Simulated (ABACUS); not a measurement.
Crystal: MoS2.

```
CELL_PARAMETERS angstrom
1.58000 0.91221 6.15000
-1.58000 0.91221 6.15000
0.00000 -1.82443 6.15000
ATOMIC_POSITIONS crystal
Mo 0.00000 0.00000 0.00000
S 0.41700 0.41700 0.41700
S 0.25000 0.25000 0.25000
```

Measurements of this composition are mostly on another form, of space group No. 194.

Base run:

```yaml
Program: ABACUS 3.10.1
Functional: PBE
Potentials_or_basis: PseudoDojo NC SR 0.4.1 PBE standard
Cutoff: 1102 eV
Density_cutoff: 4408 eV
Basis: plane waves
k_mesh: 10 × 10 × 10
Occupations: fermi-dirac, width 0.05 eV
Spin: no spin polarisation
```

Its results: band gap on the k mesh 0.96 eV, indirect (least direct gap 1.96 eV); pressure 5.4 GPa; largest force 0.533 eV/Å.

Q: The run is repeated on the same cell with these changes: cutoff from 1102 eV to 1361 eV; density cutoff from 4408 eV to 5442 eV; basis from plane waves to DZP LCAO (the cutoffs set its grid). What comes out?

A: Band gap on the k mesh 0.95 eV, indirect (least direct gap 1.95 eV); pressure 7.1 GPa; largest force 0.798 eV/Å.

Caveats: the atomic orbitals were generated for these runs and aren't a published set (some runs); the basis of atomic orbitals isn't converged, which shifts pressures, moduli and gaps (some runs).

A k mesh can miss the band edges.

Not every run made on this cell is shown here.
